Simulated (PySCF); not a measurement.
A side-by-side comparison of computed properties.

First species: C2H2Cl2.
SMILES: `Cl/C=C/Cl`

Second species: C2H2Cl2.
SMILES: `Cl/C=C\Cl`

Levels: CAM-B3LYP/aug-cc-pVTZ for dipole moment, HOMO energy, LUMO energy, HOMO–LUMO gap, static isotropic polarisability and electronic spatial extent ⟨r²⟩ about the centre of nuclear charge; TDDFT CAM-B3LYP/aug-cc-pVTZ for lowest singlet excitation; TDA CAM-B3LYP/aug-cc-pVTZ for lowest triplet excitation (Tamm–Dancoff); PBE0-D3(BJ)/def2-TZVP for rotational constant A and rotational constant C. Geometries: PBE0-D3(BJ)/def2-TZVP. All species are isolated and taken at one optimised geometry, non-relativistic unless stated. Electronic properties by PySCF.

```json
{"property": "dipole moment", "column X": "0.00 D", "column Y": "1.89 D"}
{"property": "HOMO energy", "column X": "-8.69 eV", "column Y": "-8.72 eV"}
{"property": "LUMO energy", "column X": "0.33 eV", "column Y": "0.20 eV"}
{"property": "HOMO–LUMO gap", "column X": "9.02 eV", "column Y": "8.92 eV"}
{"property": "lowest singlet excitation", "column X": "6.09 eV", "column Y": "6.18 eV"}
{"property": "lowest triplet excitation (Tamm–Dancoff)", "column X": "3.87 eV", "column Y": "4.01 eV"}
{"property": "static isotropic polarisability", "column X": "55.4 au", "column Y": "54.0 au"}
{"property": "electronic spatial extent ⟨r²⟩ about the centre of nuclear charge", "column X": "674 bohr²", "column Y": "524 bohr²"}
{"property": "rotational constant A", "column X": "53.735 GHz", "column Y": "11.840 GHz"}
{"property": "rotational constant C", "column X": "1.510 GHz", "column Y": "2.076 GHz"}
```

(1) Which column belongs to which species?

(2) How does each property change from the first species to the second?

## Answers

(1) Column X is the first species and column Y the second. The first has 6 atoms and 48 electrons, the second 6 and 48.

(2) dipole moment +1.89 D; HOMO energy -0.03 eV; LUMO energy -0.13 eV; HOMO–LUMO gap -0.10 eV; lowest singlet excitation +0.09 eV; lowest triplet excitation (Tamm–Dancoff) +0.14 eV; static isotropic polarisability -1.4 au; electronic spatial extent ⟨r²⟩ about the centre of nuclear charge -150 bohr²; rotational constant A -41.895 GHz; rotational constant C +0.566 GHz.

On the first: In wavenumbers S1 is 49200 cm⁻¹ (1 eV = 8065.54 cm⁻¹). No computed singlet falls in the visible range (750 to 380 nm, 1.65 to 3.26 eV); S1 lies 2.83 eV above its blue end. Geometry: PBE0-D3(BJ)/def2-TZVP; no solvent, vibrations or thermal averaging.

On the second: The vertical singlet–triplet gap S1 − T1 is 2.17 eV (TDDFT singlet less Tamm–Dancoff triplet). In wavenumbers S1 is 49900 cm⁻¹ (1 eV = 8065.54 cm⁻¹). Isolated species at its PBE0-D3(BJ)/def2-TZVP geometry, gas phase.
